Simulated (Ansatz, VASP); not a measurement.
**TaN: VASP beside Ansatz**

```
Ta N
1.0
     2.95137    0.00000    0.00000
    -1.47568    2.55596    0.00000
     0.00000    0.00000    2.89586
Ta N
1 1
Direct
  0.33333 0.66667 0.50000
  0.00000 0.00000 0.00000
```

Alike in both runs: task relaxation of cell and atoms; functional PBE; k mesh 21 × 21 × 20; occupations gaussian, width 0.1 eV; no spin polarisation.

|  | VASP | Ansatz |
| --- | --- | --- |
| version | VASP 6.6.1 | Ansatz 0.2.0 |
| potentials or method | VASP PAW PBE potentials, release 64 (Ta_pv, N) | scalar-relativistic, plane waves, PAW |
| plane-wave cutoff (eV) | 600 | 420 |
| valence electrons in the cell | 16 | 18 |

|  | VASP | Ansatz | Ansatz less VASP |
| --- | --- | --- | --- |
| gap on the k mesh at the Fermi level, each at its own relaxed structure (eV) | none | none | - |
| relaxed volume (Å³/atom) | 10.94 | 10.92 | -0.019 |
| relaxed cell length with the largest relative difference (Å) | 2.952 | 2.950 | -0.0020 |

A gap of «none» marks a metal or a gap that the smearing closes. The two sets of potentials don't hold the same shells in valence.

The runs have no spin-orbit coupling, so splittings on Ta are missing.
